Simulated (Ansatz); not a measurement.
# NaI (model cell, started as CsCl type): following an unstable mode

Aim: this structure of NaI (model cell, started as CsCl type) is to be tested for unstable modes, and one is followed downhill.

Calculated with Ansatz 0.2.0; DFT PBEsol, scalar-relativistic, plane waves, PAW.

The structure was built from a prototype and need not be the compound's stable phase.

### 1. Set-up

The structure is cubic, space group Pm-3m (No. 221). Conventional cell: a = 3.987 Å, b = 3.987 Å, c = 3.987 Å, α = 90.00°, β = 90.00°, γ = 90.00°. Na has 8 I at 3.45 Å nearest. Nearest to I lie 8 Na at 3.45 Å. Farther neighbours and most contacts between anions are not listed.

As a file:

```cif
data_structure
_symmetry_space_group_name_H-M 'Pm-3m'
_symmetry_Int_Tables_number 221
_cell_length_a 3.9873
_cell_length_b 3.9873
_cell_length_c 3.9873
_cell_angle_alpha 90.000
_cell_angle_beta 90.000
_cell_angle_gamma 90.000
_cell_volume 63.39
loop_
_atom_site_label
_atom_site_type_symbol
_atom_site_symmetry_multiplicity
_atom_site_Wyckoff_symbol
_atom_site_fract_x
_atom_site_fract_y
_atom_site_fract_z
_atom_site_occupancy
Na1 Na 1 a 0.00000 0.00000 0.00000 1
I1 I 1 b 0.50000 0.50000 0.50000 1
```

### 2. The dispersion

The cell comes from relaxations at this level that are not shown. Stability and thermal properties need the whole zone. Linear response on a 4×4×4 q mesh gives force constants as far as a supercell of that size would, and the tensors from the zone-centre run are typed in so that the long-range dipole term is interpolated apart.

Contents of input.yaml:

```yaml
crystal:
  lattice:
    - [3.987300671, 0.0, 0.0]
    - [0.0, 3.987300671, 0.0]
    - [0.0, 0.0, 3.987300671]
  atoms:
    - { symbol: Na, position: [0.0, 0.0, 0.0] }
    - { symbol: I, position: [0.5, 0.5, 0.5] }
kpoints:
  mp_grid: { grid: [8, 8, 8] }
hamiltonian:
  xc: pbesol
scf:
  occupations: { method: fixed }
output:
  eigenvalues: true
phonons:
  method: dfpt
  qmesh: [4, 4, 4]
  temperatures: { t_max: 1000, t_step: 50 }
  qpath:
    path:
      - [[0.0, 0.0, 0.0], [0.0, 0.5, 0.0], [0.5, 0.5, 0.0], [0.0, 0.0, 0.0], [0.5, 0.5, 0.5], [0.0, 0.5, 0.0]]
      - [[0.5, 0.5, 0.5], [0.5, 0.5, 0.0]]
    npoints: 10
  non_analytic_term:
    high_frequency_dielectric_tensor: [[3.8445, 0.0, 0.0], [0.0, 3.8445, 0.0], [0.0, 0.0, 3.8445]]
    born_effective_charges:
      - { species: Na, tensor: [[1.3253, 0.0, 0.0], [0.0, 1.3253, 0.0], [0.0, 0.0, 1.3253]] }
      - { species: I, tensor: [[-1.3253, 0.0, 0.0], [0.0, -1.3253, 0.0], [0.0, 0.0, -1.3253]] }
    source: "zone-centre run at this cell"
```

On the command line:

```bash
ansatz run input.yaml --threads 4 --pin off --max-ram 7168MiB --backend cpu --events-out ev --progress --plain --runs-dir out
```

Numbers of over 12 decimals in the logs are rounded to 6 here.

Output:

```text
Engine: ansatz 0.2.0, x86_64-unknown-linux-gnu
Pseudopotentials: kind: paw
Pseudopotential: Na, paw, valence charge 9, recommended cutoff 420 eV (normal), Na.paw.azcp
Pseudopotential: I, paw, valence charge 17, recommended cutoff 420 eV (normal), I.paw.azcp
Functional definition: PBEsol
  exchange = pbesol_x
  correlation = pbesol_c
Crystal: 2 atoms, lattice volume = 63.392 Å³
Basis set: ecut = 420 eV, 1237 PW (Γ), exchange–correlation on 54×54×54 points (8 copies of the dense FFT grid, shifted against one another)
Bands: 17, of which v1, the nominal top of the filled ones, is band 13 counted from 1 (12 counted from 0)
Symmetry: 48 space group operations
k-points: 35 of 512
Non-local potential: Na, projectors of the file, l = 0: 3, l = 1: 2, l = 2: 1
Non-local potential: I, projectors of the file, l = 0: 2, l = 1: 2, l = 2: 2, l = 3: 2
PAW form: soft (Blöchl's): semilocal exchange-correlation on the pseudo side does not see the compensation charge
PAW frozen core: Na, regenerated for the run's functional, and the local potential with it (the file was generated under x = pbe(κ = 0.804, μ = 0.219515), c = pbe(β = 0.066725))
PAW frozen core: I, regenerated for the run's functional, and the local potential with it (the file was generated under x = pbe(κ = 0.804, μ = 0.219515), c = pbe(β = 0.066725))
PAW one-centre angular grid: Na, 110 points (default); XC on 64 Gauss nodes
PAW one-centre angular grid: I, 590 points (default); XC on 64 Gauss nodes
Initial density: superposition of atomic densities (neutral atoms: chi_scale 0, normalization atom), corrected by the library's trained network
Initial wavefunctions: pseudopotential atomic-orbital guess
Functional: x = pbesol(κ = 0.804, μ = 0.123457), c = pbesol(β = 0.046)
SCF iter   1: F=—  HF=-8910.410302 eV  |F-HF|=—  |Δ(HF+E_count)|=         —  Δρ=1.92e-3  dr2=1.27e-3  ethr=1.77e-3  ⟨swp⟩=5.0  Hψ=2629  notcnv=0  defer=61
preconditioner: auto → Resta (q_TF=auto, 2.352 Å⁻¹)  ε∞=2.6  [insulator: Δε(μ)=2.245 eV  Ē_g=10.408 eV  n_scr=18 (ndim 8)  ℏωp=13.2 eV  f_vac=0.040  ε∞_Penn≈2.6]
SCF iter   2: F=—  HF=-8910.408757 eV  |F-HF|=—  |Δ(HF+E_count)|=   1.54e-3  Δρ=1.19e-3  dr2=1.11e-3  ethr=4.88e-6  ⟨swp⟩=2.2  Hψ=1415  notcnv=0  defer=62
SCF iter   3: F=—  HF=-8910.408537 eV  |F-HF|=—  |Δ(HF+E_count)|=   2.20e-4  Δρ=3.13e-4  dr2=4.80e-5  ethr=4.25e-6  ⟨swp⟩=2.0  Hψ=1093  notcnv=0  defer=62
SCF iter   4: F=—  HF=-8910.408543 eV  |F-HF|=—  |Δ(HF+E_count)|=   6.02e-6  Δρ=1.32e-4  dr2=1.54e-5  ethr=1.85e-7  ⟨swp⟩=2.0  Hψ=1015  notcnv=0  defer=61
SCF iter   5: F=—  HF=-8910.408546 eV  |F-HF|=—  |Δ(HF+E_count)|=   2.82e-6  Δρ=3.70e-5  dr2=1.89e-6  ethr=5.93e-8  ⟨swp⟩=2.0  Hψ=700  notcnv=0  defer=54
SCF iter   6: F=—  HF=-8910.408548 eV  |F-HF|=—  |Δ(HF+E_count)|=   1.74e-6  Δρ=6.29e-6  dr2=4.66e-8  ethr=7.26e-9  ⟨swp⟩=2.0  Hψ=735  notcnv=0  defer=47
SCF iter   7: F=—  HF=-8910.408548 eV  |F-HF|=—  |Δ(HF+E_count)|=   3.98e-9  Δρ=1.02e-6  dr2=1.16e-9  ethr=1.79e-10  ⟨swp⟩=3.0  Hψ=1036  notcnv=0  defer=47
SCF iter   8: F=—  HF=-8910.408548 eV  |F-HF|=—  |Δ(HF+E_count)|=  9.82e-11  Δρ=3.62e-7  dr2=1.28e-10  ethr=4.48e-12  ⟨swp⟩=2.6  Hψ=1138  notcnv=0  defer=47
SCF iter   9: F=-8910.408548 eV  HF=-8910.408548 eV  |F-HF|=1.82e-12  |Δ(HF+E_count)|=  2.36e-11  Δρ=3.26e-8  dr2=1.20e-12  ethr=1.00e-12  ⟨swp⟩=7.3  Hψ=3600  notcnv=0
SCF 1 converged in 9 iterations: F = -8910.408548 eV  dr2 = 1.20e-12
  greatest PAW one-centre occupation: 0.999 electrons in one spin orbital (limit 2), on the Na atom at site 0 (counted from 0), in its partial waves of l = 0
NSCF: frozen V_eff on 35 k-points
NSCF: frozen V_eff on 75 k-points
DFPT response loops at q = (0, 0, 0) (fractional): preconditioner auto → none (the input reference at scf.mixing.eps_inf says where Resta's filter doesn't serve); β = 0.50; Broyden in place of MSR1
NSCF: frozen V_eff on 400 k-points
DFPT response loops at q = (0, 0, 0.25) (fractional): preconditioner auto → Resta (q_TF=auto, 2.352 Å⁻¹)  ε∞=5.1 (no band partly filled); β = 1.00, the filter's whole step (`scf.mixing.beta` (0.50) is not read by the response loops at its default; to damp them type it under 1.00, their step now; it binds the ground state too); Broyden in place of MSR1
NSCF: frozen V_eff on 250 k-points
DFPT response loops at q = (0, 0, -0.5) (fractional): mixed as the last ones told, above
NSCF: frozen V_eff on 640 k-points
DFPT response loops at q = (0, 0.25, 0.25) (fractional): mixed as the last ones told, above
NSCF: frozen V_eff on 400 k-points
DFPT response loops at q = (0, 0.25, -0.5) (fractional): mixed as the last ones told, above
NSCF: frozen V_eff on 250 k-points
DFPT response loops at q = (0, -0.5, -0.5) (fractional): mixed as the last ones told, above
NSCF: frozen V_eff on 576 k-points
DFPT response loops at q = (0.25, 0.25, 0.25) (fractional): mixed as the last ones told, above
NSCF: frozen V_eff on 640 k-points
DFPT response loops at q = (0.25, 0.25, -0.5) (fractional): mixed as the last ones told, above
NSCF: frozen V_eff on 400 k-points
DFPT response loops at q = (0.25, -0.5, -0.5) (fractional): mixed as the last ones told, above
NSCF: frozen V_eff on 150 k-points
DFPT response loops at q = (-0.5, -0.5, -0.5) (fractional): preconditioner auto → none (the input reference at scf.mixing.eps_inf says where Resta's filter doesn't serve); β = 0.50; Broyden in place of MSR1
SCF converged after 9 iterations
Free energy (F): -8910.408548 eV
Harris-Foulkes:  -8910.408548 eV  (|F-HF|=1.82e-12)
Internal energy: -8910.408548 eV  (E = F + TS)
E sigma→0 (E₀):  -8910.408548 eV
Fermi energy:    4.568360 eV
--- Per-component energies (eV) ---
  E_band       = -595.981567
  E_kinetic    = 310.498272
  E_local      = -3208.821233  (includes V_loc(G=0)·N_el)
  E_nonlocal   = 27.247007
  E_hartree    = 1455.241429
  E_xc         = -165.809028
  E_vxc        = -178.418109  (∫ρ·V_xc dr)
  E_paw        = -4990.517741  (= ΣΔE_a)
  E_vpaw       = -456.970304  (= ΣTr[D̂ρ^β])
  E_aug_tail   = -0.000008  (compensation charges beyond the density's cutoff)
  E_ewald      = -2338.714082
  E_core_change = 0.466836  (= ΣΔE_core)
  E_smearing   = -0.000000  (= −TS)
  E_closure    = -0.000000  (closes the sum)
  Σ components = -8910.408548   (vs F -8910.408548, Δ=0.00e0)
--- Band table (eV; the first three rows and the last of 35) ---
  k-point 0: bands = [... 9 lower, -7.4583, 3.8615, 3.8615, 3.8615, 6.8357, 9.9818, 9.9818, 15.9362]
  k-point 1: bands = [... 9 lower, -7.4091, 3.2236, 3.9090, 3.9090, 7.3046, 10.1137, 10.5110, 14.9016]
  k-point 2: bands = [... 9 lower, -7.2844, 2.1575, 4.0292, 4.0292, 8.0361, 10.5010, 11.5186, 13.6604]
  k-point 34: bands = [... 9 lower, -6.4716, 2.3017, 2.3017, 2.3017, 8.5848, 8.5848, 8.5848, 11.2703]
--- Phonons (Γ-DFPT): 2 representative perturbations + reference (Σ response iterations 6) ---
  ASR residual: 5.036e-6 → 0.000e0 eV/Å²; symmetrization residual: 4.514e-6 eV/Å²
  ASR residual per site (eV/Å²): 4.77e-6 5.04e-6
  Γ frequencies (cm⁻¹): 0.00 0.00 0.00 53.25 53.25 53.25
--- Phonons (arbitrary-q DFPT): 10 irreducible q on the 4×4×4 mesh ---
  q = [0.0000, 0.0000, 0.0000] (star 1, of the zone-centre solve; hermiticity 4.45e-5, symmetrization 3.70e-10): -0.00 -0.00 0.00 53.25 53.25 53.25
  q = [0.0000, 0.0000, 0.2500] (star 6, 4 solved perturbations in 640 linear systems a pass and spin channel, the states on 200 of 512 k-point pairs; hermiticity 2.16e-6, symmetrization 6.88e-12): -18.69 -18.69 51.85 51.85 64.97 155.79
  q = [0.0000, 0.0000, -0.5000] (star 3, 4 solved perturbations in 400 linear systems a pass and spin channel, the states on 125 of 512 k-point pairs; hermiticity 4.22e-13, symmetrization 1.58e-11): -31.82 -31.82 52.62 52.62 87.45 165.81
  q = [0.0000, 0.2500, 0.2500] (star 12, 4 solved perturbations in 1000 linear systems a pass and spin channel, the states on 320 of 512 k-point pairs; hermiticity 1.25e-6, symmetrization 1.31e-12): -30.62 49.31 60.09 61.89 72.66 123.48
  q = [0.0000, 0.2500, -0.5000] (star 12, 6 solved perturbations on 200 of 512 k-point pairs; hermiticity 1.59e-6, symmetrization 1.55e-13): -41.40 47.54 55.65 71.44 84.06 120.82
  q = [0.0000, -0.5000, -0.5000] (star 3, 4 solved perturbations in 400 linear systems a pass and spin channel, the states on 125 of 512 k-point pairs; hermiticity 1.17e-6, symmetrization 7.79e-13): -50.51 42.05 77.39 77.39 87.67 87.67
  q = [0.2500, 0.2500, 0.2500] (star 8, 2 solved perturbations on 288 of 512 k-point pairs; hermiticity 4.53e-6, symmetrization 2.78e-11): 55.77 55.77 56.31 74.32 74.32 101.54
  q = [0.2500, 0.2500, -0.5000] (star 12, 4 solved perturbations in 1000 linear systems a pass and spin channel, the states on 320 of 512 k-point pairs; hermiticity 3.24e-6, symmetrization 1.52e-12): 48.25 50.16 69.45 77.67 79.47 104.06
  q = [0.2500, -0.5000, -0.5000] (star 6, 4 solved perturbations in 640 linear systems a pass and spin channel, the states on 200 of 512 k-point pairs; hermiticity 3.42e-6, symmetrization 6.91e-13): 40.77 73.93 73.93 76.35 92.43 92.43
  q = [-0.5000, -0.5000, -0.5000] (star 1, 2 solved perturbations on 75 of 512 k-point pairs; hermiticity 2.19e-12, symmetrization 6.70e-11): 68.40 68.40 68.40 98.84 98.84 98.84
  sum rule: each row above includes the acoustic sum rule's correction from the zone centre's row sums; it moved no ω² by more than (0.24 cm⁻¹)²
  mesh force constants: q→R imaginary residual 2.23e-19; ASR residual 5.036e-6 → 0.000e0 eV/Å²; symmetrization residual 6.661e-16 eV/Å²
  interpolated dispersion: 63 rows × 6 modes
  density of states and harmonic sums: on the 16×16×16 q-mesh, interpolated from the force constants of a 4×4×4 supercell (with the dipole–dipole term of supplied tensors)
  largest difference from the sums on the solved wave vectors: F 5.80e-2 eV, S 6.97e-5 and C_V 1.22e-5 eV/K
  zero-point energy: 0.024086 eV/cell   skipped modes (ω ≤ 0): 111, of them read as no rigid motion or as one in doubt: 108 (6.145e-1 modes/cell left out, lowest -50.51 cm⁻¹)   left out of the sums: 1.03e-1 of the cell's modes: C_V's classical limit lies that fraction below 3 k_B per atom; for a crystal, a wire or a layer, F and S can be off by more, and a phonons.interpolated_qmesh denser along its periods is the remedy for the sampling
```

Wall time 93 s (4 threads of Intel Xeon Platinum 8375C at 2.90GHz (Ice Lake), shared host); peak memory 1.1 GiB; 5.9 min of CPU time.

The column dr2 measures how far the density is from self-consistency, as an energy; F and HF (Harris–Foulkes) agree once it is small.

This step gave:

| Quantity | Value |
| --- | --- |
| gap on the k-mesh | 2.267 eV |
| volume per atom | 31.70 Å³ |
| sum-rule residual before enforcement | 5.04e-6 eV/Å² |
| lowest frequency on the path | -50.51 cm⁻¹ |
| point group | m-3m |
| highest frequency on the path or at a solved wavevector | 165.8 cm⁻¹ |
| highest optical mode at the zone centre (no LO-TO term) | 53.25 cm⁻¹ |
| lowest optical zone-centre mode | 53.25 cm⁻¹ |
| lowest mode on the q mesh (acoustic modes at Γ apart) | -50.51 cm⁻¹ |

Frequencies (cm⁻¹) solved at each irreducible wavevector; negative means imaginary. Frequencies by wavevector, by row:

```tsv
q in reciprocal lattice units	star	mode 1	mode 2	mode 3	mode 4	mode 5	mode 6
0 0 0	1	0	0	0	53.2	53.2	53.2
0 0 0.25	6	-18.7	-18.7	51.9	51.9	65	155.8
0 0 -0.5	3	-31.8	-31.8	52.6	52.6	87.5	165.8
0 0.25 0.25	12	-30.6	49.3	60.1	61.9	72.7	123.5
0 0.25 -0.5	12	-41.4	47.5	55.6	71.4	84.1	120.8
0 -0.5 -0.5	3	-50.5	42	77.4	77.4	87.7	87.7
0.25 0.25 0.25	8	55.8	55.8	56.3	74.3	74.3	101.5
0.25 0.25 -0.5	12	48.2	50.2	69.5	77.7	79.5	104.1
0.25 -0.5 -0.5	6	40.8	73.9	73.9	76.3	92.4	92.4
-0.5 -0.5 -0.5	1	68.4	68.4	68.4	98.8	98.8	98.8
```

Interpolated from a 4×4×4 q mesh, with the LO-TO term (at Γ the limit along the path; where Γ stands inside the path, tables give the limit on arrival). Phonon branches along the path, in cm⁻¹:

```tsv
point	branch 1	branch 2	branch 3	branch 4	branch 5	branch 6
Γ	0	0	0	53	53	145
halfway	-19	-19	52	52	65	156
X	-32	-32	53	53	87	166
halfway	-41	48	56	71	84	121
M	-50	42	77	77	88	88
halfway	-31	49	60	62	73	124
Γ	0	0	0	53	53	145
halfway	56	56	56	74	74	102
R	68	68	68	99	99	99
halfway	48	50	69	78	80	104
X	-32	-32	53	53	87	166
jump to R	68	68	68	99	99	99
halfway	41	74	74	76	92	92
M	-50	42	77	77	88	88
```

The phonon branches as a text plot (rows in cm⁻¹):

```
    161 |    *****                                      **
    152 |  **                                          *
    143 |**       *            ******
    134 |          *          *      **               *
    125 |                    *
    116 |                  **          *             *
    107 |           *                               *
     98 |            *   **             *   ********      ***
     89 |      *****  ***                ****    **    *** * ****
     80 |     *     *******              **        ****     *****
     71 |    *       **  *******       **   ******* **    ****
     62 |   *     ***        *  *   ***  ***     *** **    *  *
     53 |***********         *******   **          **  ***  *  *
     44 |  *       **********  *     ***            *        *  *
     35 |                      *     **              *
     26 | *       *             *   *                 *
     17 |*                       * *
      8 |
     -1 |*                       **
    -10 | **                    *
    -19 |   **                **                       *
    -28 |     ****           *                          **    *
    -37 |         **       **                                  *
    -46 |           *******                                     *
         Γ      X      M          Γ            R        X|R     M
```

Symmetry leaves 10 wavevectors to solve. The lowest mode among them, the acoustic zeros apart, lies at q = (0, -0.5, -0.5) and is imaginary, 50.5i cm⁻¹, so the energy falls along it.

### 3. The mode frozen in, largest atomic shift 0 Å

The mode followed lies at q = (0, 0.25, -0.5) with frequency 41.4i cm⁻¹, one of the unstable modes though not the softest. At small amplitude the distorted cell has space group no. 67 by a symmetry search on the positions. The undistorted cell that holds it gives the zero of energy on the same k mesh.

System of this step: NaI (model cell, started as CsCl type). It takes space group Pm-3m (No. 221, cubic). Conventional cell: a = 3.987 Å, b = 3.987 Å, c = 3.987 Å, α = 90.00°, β = 90.00°, γ = 90.00°. Nearest to Na lie 8 I at 3.45 Å. Nearest to I lie 8 Na at 3.45 Å. Farther neighbours and most contacts between anions are not listed.

Contents of input.yaml:

```yaml
crystal:
  lattice:
    - [-3.987300671, 0.0, 0.0]
    - [0.0, 0.0, -7.9746013419]
    - [0.0, -7.9746013419, -3.987300671]
  atoms:
    - { symbol: Na, position: [0.0, 0.75, 0.5] }
    - { symbol: Na, position: [0.0, 0.25, 0.5] }
    - { symbol: Na, position: [0.0, 0.5, 1.0] }
    - { symbol: Na, position: [0.0, 1.0, 1.0] }
    - { symbol: I, position: [0.5, 0.625, 0.25] }
    - { symbol: I, position: [0.5, 0.125, 0.25] }
    - { symbol: I, position: [0.5, 0.375, 0.75] }
    - { symbol: I, position: [0.5, 0.875, 0.75] }
kpoints:
  mp_grid: { grid: [6, 4, 4] }
hamiltonian:
  xc: pbesol
scf:
  occupations: { method: gaussian, width: 0.02 }
output:
  forces: true
  stress: true
  eigenvalues: true
```

Output:

```text
[...]
Crystal: 8 atoms, lattice volume = 253.569 Å³
Basis set: ecut = 420 eV, 4963 PW (Γ), exchange–correlation on 54×108×120 points (8 copies of the dense FFT grid, shifted against one another)
Bands: 63, of which v1, the nominal top of the filled ones, is band 52 counted from 1 (51 counted from 0)
Symmetry: 32 space group operations
[...]
k-points: 28 of 96
[...]
k-point 0: bands = [... 48 lower, 4.2146, 4.2147, 4.3836, 4.3836, 6.8358, 8.6588, 8.6588, 9.1322, ... 5 higher]
  k-point 1: bands = [... 48 lower, 4.1584, 4.1584, 4.2626, 4.5127, 7.3048, 7.6179, 8.7334, 9.5970, ... 5 higher]
  k-point 2: bands = [... 48 lower, 4.0296, 4.2146, 4.2147, 4.5689, 7.2281, 8.0363, 8.0363, 9.1322, ... 5 higher]
  k-point 27: bands = [... 48 lower, 3.0949, 3.0949, 3.2659, 4.3835, 7.7408, 8.6589, 8.7758, 8.7758, ... 5 higher]
[key lines of the parts left out:]
SCF converged after 6 iterations
Free energy (F): -35641.631880 eV
Fermi energy:    5.702428 eV
P = ⅓ Tr σ = 0.0064 GPa (0.064 kbar)
```

Run time: 4.2 s. Hardware: 4 threads; peak memory 0.86 GiB.

This step gave:

| Property | Result |
| --- | --- |
| pressure | 0.006374 GPa |
| energy from the undistorted cell | 0 meV/atom |

At this level the gap is 2.27 eV on the k-mesh of the self-consistent run, which can miss the band edges.

### 4. The mode frozen in, largest atomic shift 0.6 Å

The atoms are moved along the unstable eigenvector, the largest shift by 0.6 Å, with the cell fixed.

input.yaml, the sections that differ from step 3:

```yaml
crystal:
  lattice:
    - [-3.987300671, 0.0, 0.0]
    - [0.0, 0.0, -7.9746013419]
    - [0.0, -7.9746013419, -3.987300671]
  atoms:
    - { symbol: Na, position: [0.0, 0.75, 0.5] }
    - { symbol: Na, position: [0.0, 0.25, 0.5] }
    - { symbol: Na, position: [0.0, 0.5, 1.0] }
    - { symbol: Na, position: [0.0, 1.0, 1.0] }
    - { symbol: I, position: [0.6504777416, 0.625, 0.25] }
    - { symbol: I, position: [0.3495222584, 0.125, 0.25] }
    - { symbol: I, position: [0.3495222584, 0.375, 0.75] }
    - { symbol: I, position: [0.6504777416, 0.875, 0.75] }
# kpoints, hamiltonian, scf, output: as in step 3
```

Output:

```text
[...]
Crystal: 8 atoms, lattice volume = 253.569 Å³
Basis set: ecut = 420 eV, 4963 PW (Γ), exchange–correlation on 54×108×120 points (8 copies of the dense FFT grid, shifted against one another)
Bands: 63, of which v1, the nominal top of the filled ones, is band 52 counted from 1 (51 counted from 0)
Symmetry: 8 space group operations
[...]
k-points: 28 of 96
[...]
k-point 0: bands = [... 48 lower, 3.9665, 4.1629, 4.2562, 4.2887, 6.9595, 8.6928, 8.7374, 9.1406, ... 5 higher]
  k-point 1: bands = [... 48 lower, 3.9991, 4.1498, 4.2109, 4.3085, 7.4366, 7.6868, 8.8199, 9.3952, ... 5 higher]
  k-point 2: bands = [... 48 lower, 4.0493, 4.1303, 4.1534, 4.3410, 7.3041, 8.1063, 8.2737, 8.9800, ... 5 higher]
  k-point 27: bands = [... 48 lower, 3.0897, 3.1645, 3.2113, 3.8630, 7.9484, 8.3322, 8.5769, 8.9848, ... 5 higher]
[key lines of the parts left out:]
SCF converged after 7 iterations
Free energy (F): -35641.841549 eV
Fermi energy:    5.650273 eV
P = ⅓ Tr σ = 0.7143 GPa (7.143 kbar)
```

The job ended after 4.3 s (4 threads; peak memory 0.86 GiB).

This step gave:

```yaml
pressure: 0.7143 GPa
gap_on_the_k_mesh: 2.619 eV
energy_from_the_undistorted_cell: -26.21 meV/atom
```

The energy, extrapolated to zero smearing, is -26.21 meV/atom against the undistorted cell.

The run ends at a pressure of 0.71 GPa, with forces up to 0.11 eV/Å.

(Continued in part 2 of 2.)

[Logs are printed without paths, hosts, clocks, repeated set-up lines and the standing remarks that a program may print on its own settings, such as how far it seeks lower states.]

[Hosts, paths, dates, database ids (printed as entryN), source tags and the programs' standing remarks are cut or masked in the printed files.]
